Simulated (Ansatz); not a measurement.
A run of Ansatz 0.2.0:

The input input:

```
crystal:
  lattice:
    - [4.5998373239, 0.0, 0.0]
    - [0.0, 4.5998373239, 0.0]
    - [0.0, 0.0, 2.95921356]
  atoms:
    - { symbol: Ti, position: [0.0, 0.0, 0.5] }
    - { symbol: Ti, position: [0.5, 0.5, 0.0] }
    - { symbol: O, position: [0.30432132, 0.30432132, 0.5] }
    - { symbol: O, position: [0.19567868, 0.80432132, 0.0] }
    - { symbol: O, position: [0.80432132, 0.19567868, 0.0] }
    - { symbol: O, position: [0.69567868, 0.69567868, 0.5] }
hamiltonian:
  xc: pbe0
  pseudopotentials: { kind: paw }
kpoints:
  mp_grid: { grid: [4, 4, 6] }
  band_path:
    path:
      - [[0.0, 0.0, 0.0], [0.0, 0.5, 0.0], [0.5, 0.5, 0.0], [0.0, 0.0, 0.0], [0.0, 0.0, 0.5], [0.0, 0.5, 0.5], [0.5, 0.5, 0.5], [0.0, 0.0, 0.5]]
      - [[0.0, 0.5, 0.0], [0.0, 0.5, 0.5]]
      - [[0.5, 0.5, 0.0], [0.5, 0.5, 0.5]]
    npoints: 4
scf:
  occupations: { method: fermi_dirac, width: 0.05 }
  n_extra_bands: 15
output:
  forces: true
  stress: true
  eigenvalues: true
  fatbands: false
```

Hardware: 1 × NVIDIA H100 80GB HBM3 with 2 threads of AMD EPYC 7R13 Processor (Zen 3), with other jobs on the host.

Q: Estimate the wall time of this run.

A: It took 73 s on 1 × NVIDIA H100 80GB HBM3 with 2 threads of AMD EPYC 7R13 Processor (Zen 3), with other jobs on the host, peak memory 2.4 GiB. Counts: scf iterations 18, plane waves 1217, k points 24, bands 39.
